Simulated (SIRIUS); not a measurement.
Runs of SIRIUS 7.12.0 on Zr. It takes space group P6_3/mmc (No. 194, hexagonal). The conventional cell has a = 3.232 Å, b = 3.232 Å, c = 5.147 Å, α = 90.00°, β = 90.00°, γ = 120.00°. Around Zr (site symmetry -6m2) lie 12 Zr at 3.18 to 3.23 Å. 

```csv
level,potentials or basis,U,form of the Hubbard term,hubbard projectors,start of the occupations,gap on the mesh (eV),pressure (GPa)
PBE+U,PseudoDojo 0.4.1 PBE standard (scalar relativistic),Zr d U = 6 eV,simplified (Dudarev),orthogonalised atomic orbitals,the program's own,none,(b)
LDA,PseudoDojo 0.4.1 PBE standard (scalar relativistic),-,-,-,-,none,-5.9
PBE+U,PseudoDojo 0.4.1 PBE standard (scalar relativistic),Zr d U = 2 eV,simplified (Dudarev),orthogonalised atomic orbitals,the program's own,none,(a)
PBE,PseudoDojo 0.4.1 PBE standard (scalar relativistic),-,-,-,-,none,0.6
PBEsol,PseudoDojo 0.4.1 PBEsol standard (scalar relativistic),-,-,-,-,none,-3.2
```

Alike in all rows: task single point; no spin polarisation; cell as given; k mesh 9 × 9 × 5; cutoff (eV) 915; smearing fermi-dirac 0.05 eV.

Question: Fill in the values left out.

Answer: (a) 2.8; (b) 13.1.

Caveats: U without spin polarisation on a metal has little footing (some runs); the U is typed as a test and isn't derived for this compound (some runs); the potentials were made for another functional, which shifts forces and pressure (some runs).

A k mesh can miss the band edges, and the runs leave out spin-orbit coupling on Zr.

A gap of «none» marks a metal or a gap under the smearing width.

The runs were made with more than one version of the program.
